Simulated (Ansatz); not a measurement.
Write the native input for Ansatz 0.2.0 that does the following.

| Property | Result |
| --- | --- |
| Task | band structure |
| Functional | BLYP |
| Potentials or basis | Ansatz PAW |
| Cutoff | 420 eV (not typed: the program's choice for these potentials) |
| k mesh | 10 × 10 × 5 |
| Occupations | fermi-dirac, width 0.05 eV |
| Spin | no spin polarisation |
| Path | [["G", "M", "K", "G", "A", "L", "H", "A"], ["L", "M"], ["K", "H"]] |
| Points for each segment of the path | 14 |

The system is GaN.

```
Ga N
1.0
     3.18000    0.00000    0.00000
    -1.59000    2.75396    0.00000
     0.00000    0.00000    5.16600
Ga N
2 2
Cartesian
  1.5900 0.9180 2.5830
  0.0000 1.8360 0.0000
  1.5900 0.9180 4.5203
  0.0000 1.8360 1.9373
```

One way to write it, as run:

input.yaml

```yaml
crystal:
  lattice:
    - [3.18, 0.0, 0.0]
    - [-1.59, 2.753960784, 0.0]
    - [0.0, 0.0, 5.166]
  atoms:
    - { symbol: Ga, position: [0.6666666667, 0.3333333333, 0.5] }
    - { symbol: Ga, position: [0.3333333333, 0.6666666667, 0.0] }
    - { symbol: "N", position: [0.6666666667, 0.3333333333, 0.875] }
    - { symbol: "N", position: [0.3333333333, 0.6666666667, 0.375] }
hamiltonian:
  xc: blyp
  pseudopotentials: { kind: paw }
kpoints:
  mp_grid: { grid: [10, 10, 5] }
  band_path:
    path:
      - [[0.0, 0.0, 0.0], [0.5, 0.0, 0.0], [0.3333333333, 0.3333333333, 0.0], [0.0, 0.0, 0.0], [0.0, 0.0, 0.5], [0.5, 0.0, 0.5], [0.3333333333, 0.3333333333, 0.5], [0.0, 0.0, 0.5]]
      - [[0.5, 0.0, 0.5], [0.5, 0.0, 0.0]]
      - [[0.3333333333, 0.3333333333, 0.0], [0.3333333333, 0.3333333333, 0.5]]
    npoints: 14
scf:
  occupations: { method: fermi_dirac, width: 0.05 }
  n_extra_bands: 10
output:
  forces: true
  stress: true
  eigenvalues: true
  fatbands: false
```

Potentials or basis: Ansatz PAW.

Command:

```bash
$ ansatz run input.yaml --threads 2 --pin off --max-ram 5632MiB --backend cpu --events-out ev --progress --plain --runs-dir out
```

Results of the run:

```json
{
  "Pressure": "13.0 GPa",
  "Largest force": "0.131 eV/Å",
  "Band gap on the k mesh": "2.07 eV, direct",
  "Band gap along the path": "2.07 eV, direct"
}
```

Caveat: the pressure holds a Pulay correction of +0.6 GPa for the finite cutoff; the PAW data sets come from PBE, with cores solved anew for the run's functional, which leaves a small shift of forces and pressure.

It took 13 s on 2 threads of Intel(R) Xeon(R) Processor @ 2.50GHz (Skylake/Cascade Lake), with other jobs on the host, peak memory 0.39 GiB.
